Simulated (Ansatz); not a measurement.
Crystal: TiSi2.

```xyz
6
Lattice="0.0000 4.1175 4.2629 2.3895 0.0000 4.2629 2.3895 4.1175 0.0000" Properties=species:S:1:pos:R:3 pbc="T T T"
Ti    3.5843    6.1763    6.3943
Ti    2.3895    4.1175    4.2629
Si    1.1948    3.3975    2.1314
Si    1.1948    0.7200    2.1314
Si    2.3895    1.3387    4.2629
Si    2.3895    6.8963    4.2629
```

The cell is a database's computed one.

Base run:

```yaml
Program: Ansatz 0.2.0
Functional: r2SCAN
Potentials_or_basis: Ansatz PAW
Cutoff: 500 eV
Density_cutoff: 2000 eV
k_mesh: 7 × 7 × 7
Occupations: fermi-dirac, width 0.05 eV
Spin: no spin polarisation
```

Its results: band gap on the k mesh none (metal or under the smearing width); pressure -0.2 GPa; largest force 0.016 eV/Å.

Q: The run is repeated on the same cell with these changes: functional from r2SCAN to PBEsol; cutoff from 500 eV to 420 eV; density cutoff from 2000 eV to 1680 eV. What comes out?

A: Band gap on the k mesh none (metal or under the smearing width); pressure -2.0 GPa; largest force 0.048 eV/Å.

Caveats: the PAW data sets come from PBE, with cores solved anew for the run's functional, which leaves a small shift of forces and pressure; the density of states is complete only up to the lowest level of the last band computed.

Not every run made on this cell is shown here.
